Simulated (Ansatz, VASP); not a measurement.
# TiN (Osbornite) in VASP and in Ansatz

```
CELL_PARAMETERS angstrom
0.00000 2.12337 2.12337
2.12337 0.00000 2.12337
2.12337 2.12337 0.00000
ATOMIC_POSITIONS crystal
Ti 0.00000 0.00000 0.00000
N 0.50000 0.50000 0.50000
```

Alike in both runs: functional PBE; k mesh 18 × 18 × 18; occupations gaussian, width 0.1 eV; no spin polarisation.

Ansatz relaxed the structure, and its values are those at the end. VASP's run is a single point on that final structure, the one shown.

|  | VASP | Ansatz |
| --- | --- | --- |
| version | VASP 6.6.1 | Ansatz 0.2.0 |
| potentials or method | VASP PAW PBE potentials, release 64 (Ti_sv, N) | scalar-relativistic, plane waves, PAW |
| plane-wave cutoff (eV) | 520 | 420 |
| valence electrons in the cell | 17 | 17 |

VASP gave:

| Item | Value |
| --- | --- |
| gap on the k mesh at the Fermi level (eV) | none |
| pressure (GPa) | 0.5 |

Task: What did Ansatz give for the same quantities?

Result: gap on the k mesh at the Fermi level (eV): none; pressure (GPa): 0.0.

A gap of «none» marks a metal or a gap that the smearing closes. The functional is the same, so the differences come from potentials, cutoffs and numerics.
